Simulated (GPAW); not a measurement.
Crystal: InAs.

```
In As
1.0
     0.00000    3.01800    3.01800
     3.01800    0.00000    3.01800
     3.01800    3.01800    0.00000
In As
1 1
Direct
  0.00000 0.00000 0.00000
  0.75000 0.75000 0.75000
```

- Program: GPAW 26.7.0
- Task: single point
- Functional: PBE
- Potentials or basis: GPAW PAW data sets (gpaw-data 1.2.1)
- Cutoff: 600 eV
- Basis: pw
- k mesh: 8 × 8 × 8
- Occupations: fermi-dirac, width 0.05 eV
- Spin: no spin polarisation

On this cell: pressure 4.0 GPa; largest force zero by symmetry; band gap on the k mesh none (metal or under the smearing width).

The same run follows on a disturbed copy (atoms moved at random, drawn with an rms of 0.05 Å):

```
CELL_PARAMETERS angstrom
0.00000 3.01800 3.01800
3.01800 0.00000 3.01800
3.01800 3.01800 0.00000
ATOMIC_POSITIONS crystal
In 0.00643 0.99527 0.99591
As 0.75925 0.74706 0.74719
```

What changes?

The energy (extrapolated to zero smearing) moves by +0.9 meV/atom; pressure 4.1 GPa; largest force 0.172 eV/Å; band gap on the k mesh none (metal or under the smearing width).

Forces in eV/Å, atoms in the order of the input:
```
In   0.079  0.102  0.114
As  -0.079 -0.102 -0.114
```

Stress tensor (GPa, compression positive):
```
4.06 0.38 0.34
0.38 4.05 0.26
0.34 0.26 4.05
```

Caveats: this crystal is a semiconductor, whose small gap the functional closes, so the metal is an error of the method (some runs).
